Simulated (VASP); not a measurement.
## From an Ansatz input to VASP: InSb (strained zincblende)

Ansatz input

```yaml
crystal:
  lattice:
    - [0.0, 3.3123081477, 3.2433612246]
    - [3.3123081477, 0.0, 3.2433612246]
    - [3.3123081477, 3.3123081477, 0.0]
  atoms:
    - { symbol: In, position: [0.0, 0.0, 0.0] }
    - { symbol: Sb, position: [0.25, 0.25, 0.25] }
kpoints:
  mp_grid: { grid: [6, 6, 6] }
  band_path:
    path:
      - [0.0, 0.0, 0.0]
      - [-0.5, -0.5, 0.0]
      - [-0.375, -0.375, 0.25]
      - [-0.375, 0.0, 0.375]
      - [0.0, 0.0, 0.5]
      - [-0.5, -0.25, 0.25]
      - [-0.014974, 0.0, -0.014974]
    npoints: 1
hamiltonian:
  xc: pbe
scf:
  occupations: { method: fermi_dirac, width: 0.02 }
  n_extra_bands: 4
output:
  forces: true
  stress: true
  eigenvalues: true
  write_density: true
  write_potential: true
  elf: true
  volumetric_format: npy
```

**Question.** Write VASP inputs for this cell and level of theory.

**Answer.** 

INCAR

```
PREC = Accurate
ISMEAR = -1
LREAL = .FALSE.
IBRION = -1
LCHARG = .FALSE.
LWAVE = .FALSE.
ENCUT = 520
LASPH = .TRUE.
ISIF = 2
GGA = PE
NELM = 120
EDIFF = 1E-7
NBANDS = 16
NSW = 0
SIGMA = 0.02
```

KPOINTS

```
KPOINTS created by Atomic Simulation Environment
0
Gamma
6 6 6
0 0 0
```

KPOINTS_OPT

```
special points
7
Reciprocal
0.0000000000 0.0000000000 0.0000000000 1
-0.5000000000 -0.5000000000 0.0000000000 1
-0.3750000000 -0.3750000000 0.2500000000 1
-0.3750000000 0.0000000000 0.3750000000 1
0.0000000000 0.0000000000 0.5000000000 1
-0.5000000000 -0.2500000000 0.2500000000 1
-0.0149740000 0.0000000000 -0.0149740000 1
```

POSCAR

```
In Sb
 1.0000000000000000
     0.0000000000000000    3.3123081477000000    3.2433612246000001
     3.3123081477000000    0.0000000000000000    3.2433612246000001
     3.3123081477000000    3.3123081477000000    0.0000000000000000
 In  Sb
   1   1
Cartesian
  0.0000000000000000  0.0000000000000000  0.0000000000000000
  1.6561540738500000  1.6561540738500000  1.6216806123000000
```

VASP ran with the recommended PBE PAW datasets (18 valence electrons in the cell). Other inputs would serve too.

```json
{"": "gap between bands v and c", "Ansatz": "0.00 eV", "VASP": "0.00 eV"}
{"": "least direct gap", "Ansatz": "0.00 eV", "VASP": "0.00 eV"}
{"": "pressure", "Ansatz": "1.1 GPa", "VASP": "1.0 GPa"}
```

Each program uses its own PAW datasets. VASP's cell holds 18 valence electrons and Ansatz's 28. Ansatz's stress includes a Pulay correction; VASP's doesn't.
